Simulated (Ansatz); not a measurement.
Input of an Ansatz 0.2.0 run:

input.yaml

```yaml
crystal:
  lattice:
    - [0.0, 2.0970013927, 2.0970013927]
    - [2.0970013927, 0.0, 2.0970013927]
    - [2.0970013927, 2.0970013927, 0.0]
  atoms:
    - { symbol: Mg, position: [0.0, 0.0, 0.0] }
    - { symbol: O, position: [0.5, 0.5, 0.5] }
hamiltonian:
  xc: rpbe
  pseudopotentials: { kind: paw }
kpoints:
  mp_grid: { grid: [11, 11, 11] }
scf:
  occupations: { method: gaussian, width: 0.05 }
output:
  forces: true
  stress: true
  eigenvalues: true
```

Potentials or basis: Ansatz PAW.

The run is started by

```console
$ ansatz run input.yaml --threads 2 --pin off --max-ram 5632MiB --backend cpu --events-out ev --progress --plain --runs-dir out
```

Question: What does it give for the band gap on the k mesh?

Answer: 4.98 eV, direct.

Question: What does it give for the pressure?

Answer: 12.0 GPa.

Caveat: odd divisions of the mesh miss points on the zone boundary, where band edges often lie, so the gap on the mesh can be too wide; the pressure holds a Pulay correction of +0.5 GPa for the finite cutoff; the PAW data sets come from PBE, with cores solved anew for the run's functional, which leaves a small shift of forces and pressure.

**What was measured.**

“Electronic structure of alkaline earth and post-transition metal oxides”, 2009, arxiv:0908.1581 quotes, for a bulk crystal of MgO: band gap 7.83 eV.

Measured gap of MgO: 7.83 eV (quoted in “Electronic structure of alkaline earth and post-transition metal oxides”, 2009, arxiv:0908.1581). This calculation gives 4.98 eV (-2.85 eV). The value is that of RPBE, without temperature or zero-point motion. Semilocal functionals fall short of measured gaps as a rule. The cell is a database's relaxed one, not the measured one, which moves gaps too.
